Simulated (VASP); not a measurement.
Crystal: Ce.

```
Ce
1.0
     0.00000    2.58060    2.58060
     2.58060    0.00000    2.58060
     2.58060    2.58060    0.00000
Ce
1
Cartesian
  0.0000 0.0000 0.0000
```

| Item | Value |
| --- | --- |
| Program | VASP 6.6.1 |
| Task | single point |
| Functional | PBE |
| Potentials or basis | VASP PAW PBE potentials, release 64 (Ce) |
| Cutoff | 520 eV |
| k mesh | 9 × 9 × 9 |
| Occupations | fermi-dirac, width 0.05 eV |
| Spin | collinear spin, ferromagnetic start |
| Starting moments | [1.0] μB |

On this cell: pressure -5.1 GPa; net moment 0.82 μB per cell; site moments Ce +0.68 μB; band gap on the k mesh none (metal or under the smearing width).

The same run follows on a disturbed copy (cell strained at random at fixed volume):

```
Ce
1.0
     0.00783    2.56770    2.60949
     2.53908    0.01088    2.60645
     2.56842    2.59400   -0.01847
Ce
1
Direct
  0.99513 0.99997 0.99248
```

What changes?

The energy (extrapolated to zero smearing) moves by +1.5 meV/atom; pressure -5.0 GPa; net moment 0.83 μB per cell; site moments Ce +0.69 μB; band gap on the k mesh none (metal or under the smearing width).

Stress tensor (GPa, compression positive):
```
-4.77 -0.36  0.19
-0.36 -5.00  0.12
 0.19  0.12 -5.34
```

Caveats: the magnetic or orbital state may not be the lowest; spin-orbit coupling is left out, which moves the levels of the heavy elements.
